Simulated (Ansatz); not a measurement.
Starting cell, ZrO₂ (tetragonal-ZrO2 type, space group P4_2/nmc):

```
ZrO2
1.0
    3.58446     0.00000     0.00000
    0.00000     3.58446     0.00000
    0.00000     0.00000     5.17872
Zr O
2 4
Direct
  0.00000   0.00000   0.00000
  0.50000   0.50000   0.50000
  0.00000   0.50000   0.20116
  0.00000   0.50000   0.70116
  0.50000   0.00000   0.29884
  0.50000   0.00000   0.79884
```

Scan: atom 6 (O, nearest neighbour Zr at 2.073 Å; its periodic images, 3.6 Å or more away, move with it) is displaced along Cartesian [110], direction (0.707, 0.707, 0.000) in Cartesian axes, by s. The other atoms stay.

Calculation: PBEsol (plane waves to 420 eV, PAW, scalar-relativistic; Ansatz, an electronic-structure program). k mesh 8×8×5 (Γ-centred), Fermi-Dirac smearing 0.05 eV. Energies are smeared free energies. The PAW data are Ansatz's earlier set. This is a high-temperature form of ZrO2. ZrO2 is run without spin polarisation. ZrO2 was relaxed with its symmetry unable to fall. The zero of ΔE is the undisplaced structure.

| s (Å) | ΔE (meV/cell) |
|---|---|
| -0.410 | 976 |
| -0.328 | 617 |
| -0.246 | 344 |
| -0.164 | 152 |
| -0.082 | 38 |
| 0.000 | 0 |
| 0.082 | 38 |
| 0.164 | 152 |
| 0.246 | 344 |
| 0.328 | 617 |
| 0.410 | 976 |

Q: What force constant k = d²E/ds² at s = 0 does the table give?

A: 11 eV/Å². It is the second difference of the nearest points, corrected with the next pair.

Q: With k = 11.22 eV/Å² from the forces, is the well harmonic out to s = 0.410 Å?

A: ½ks² = 943 meV/cell against the computed 976 meV/cell, so the well is close to harmonic there.

(A displaced cell: forces are minus the slopes of the energy, force constants its curvatures, and phonons follow from these.)
